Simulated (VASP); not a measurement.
H4C2O3, 27 atoms in the cell. The cell holds a amorphous, 27 atoms: a = 7.192 Å, b = 7.192 Å, c = 7.192 Å, α = 90.00°, β = 90.00°, γ = 90.00°. The cell was built by a generator and needn't be a form met in nature.

```yaml
Program: VASP 6.6.1
Task: single point
Functional: LDA
Potentials_or_basis: VASP PAW LDA potentials, release 64 (O, C, H)
Cutoff: 520 eV
k_mesh: 1 × 1 × 1
Occupations: fermi-dirac, width 0.02 eV
Spin: no spin polarisation
Dipole_correction: no
Further_INCAR_settings: LREAL = Auto; ALGO = Normal; EDIFF = 1e-07; NBANDS = 64
```

Potentials or basis: VASP PAW LDA potentials, release 64 (O, C, H).

The run is started by

```bash
$ cat potpaw_LDA.64/O/POTCAR potpaw_LDA.64/C/POTCAR potpaw_LDA.64/H/POTCAR > POTCAR
$ mpirun -np 1 vasp_gam > vasp.out
```

Hardware: 1 thread of AMD EPYC 7R43 64-Core Processor (Zen 3) (shared host).

Task: How long does it take, and how much memory?

Result: It took 60 s on 1 thread of AMD EPYC 7R43 64-Core Processor (Zen 3), with other jobs on the host, peak memory 0.25 GiB. Counts: scf iterations 19, k points 1.
